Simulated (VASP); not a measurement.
# Cu3N: single point with PBE

The system is Cu3N.

```xyz
4
Lattice="3.8070 0.0000 0.0000 0.0000 3.8070 0.0000 0.0000 0.0000 3.8070" Properties=species:S:1:pos:R:3 pbc="T T T"
Cu    0.0000    0.0000    1.9035
Cu    0.0000    1.9035    0.0000
Cu    1.9035    0.0000    0.0000
N     0.0000    0.0000    0.0000
```

```json
{
  "Program": "VASP 6.6.1",
  "Task": "single point",
  "Functional": "PBE",
  "Potentials or basis": "VASP PAW PBE potentials, release 64 (Cu, N)",
  "Cutoff": "520 eV",
  "k mesh": "7 × 7 × 7",
  "Occupations": "fermi-dirac, width 0.05 eV",
  "Spin": "no spin polarisation"
}
```

- Pressure: 2.4 GPa
- Band gap on the k mesh: 0.99 eV, indirect (least direct gap 1.38 eV)

Levels at points of the mesh, in eV from the valence-band top:
```csv
k point,band 15,band 16,band 17,band 18,band 19,band 20,band 21,band 22,band 23,band 24
"(0.00, 0.00, 0.00)",-2.12,-1.59,-1.59,-1.59,-1.55,1.26,5.56,5.56,6.87,6.87
```

Wall time 38 s on 1 thread of Intel(R) Xeon(R) Platinum 8488C (Sapphire Rapids), on a shared host, peak memory 0.16 GiB.

Caveat: an odd mesh through Γ misses points on the zone boundary, where band edges often lie.
